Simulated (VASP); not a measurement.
A run of VASP 6.6.1 is set up as follows.

INCAR

```
PREC     = Accurate       # precision mode
ENCUT    = 520            # plane-wave cutoff, eV
EDIFF    = 1E-7           # SCF threshold, eV
ISMEAR   = 0              # smearing method
SIGMA    = 0.1            # smearing width, eV
LREAL    = False          # projectors in reciprocal space
LASPH    = True           # aspherical terms in the spheres
NELM     = 100            # most SCF steps
ALGO     = Fast           # electronic algorithm
ISIF     = 2              # what is computed and relaxed
LWAVE    = False          # write WAVECAR
LCHARG   = False          # write CHGCAR
GGA      = PE             # functional
NBANDS   = 50             # bands
```

File KPOINTS:

```
Automatic mesh
0
Gamma
  2 4 4
```

POSCAR

```
PbSe
1.0
   13.2198180000      0.0000000000      0.0000000000
    0.0000000000      4.4564510000      0.0000000000
    0.0000000000      0.0000000000      4.4151840000
Pb Se
4 4
Direct
    0.8595810000      0.7500000000      0.9102860000
    0.3595810000      0.7500000000      0.5897140000
    0.1404190000      0.2500000000      0.0897140000
    0.6404190000      0.2500000000      0.4102860000
    0.6423060000      0.7500000000      0.9517540000
    0.1423060000      0.7500000000      0.5482460000
    0.3576940000      0.2500000000      0.0482460000
    0.8576940000      0.2500000000      0.4517540000
```

Potentials or basis: VASP PAW PBE potentials, release 64 (Pb_d, Se).

Command:

```sh
$ cat potpaw_PBE.64/Pb_d/POTCAR potpaw_PBE.64/Se/POTCAR > POTCAR
$ mpirun -np 1 vasp_std > vasp.out
```

**Question.** What does it give for the pressure?

**Answer.** -0.8 GPa.

**Question.** What does it give for the band gap on the k mesh?

**Answer.** 1.33 eV, indirect (least direct gap 1.39 eV).

**Question.** Estimate the largest force.

**Answer.** 0.106 eV/Å.

Stress tensor (GPa, compression positive):
```
-1.59  0.00  0.00
 0.00 -0.45  0.00
 0.00  0.00 -0.41
```

Caveat: spin-orbit coupling is left out, which as a rule narrows the gap of such compounds by several tenths of an eV; this functional lacks dispersion, which binds the layers, so the pressure and a relaxed spacing across them are unreliable. A k mesh can miss the band edges.
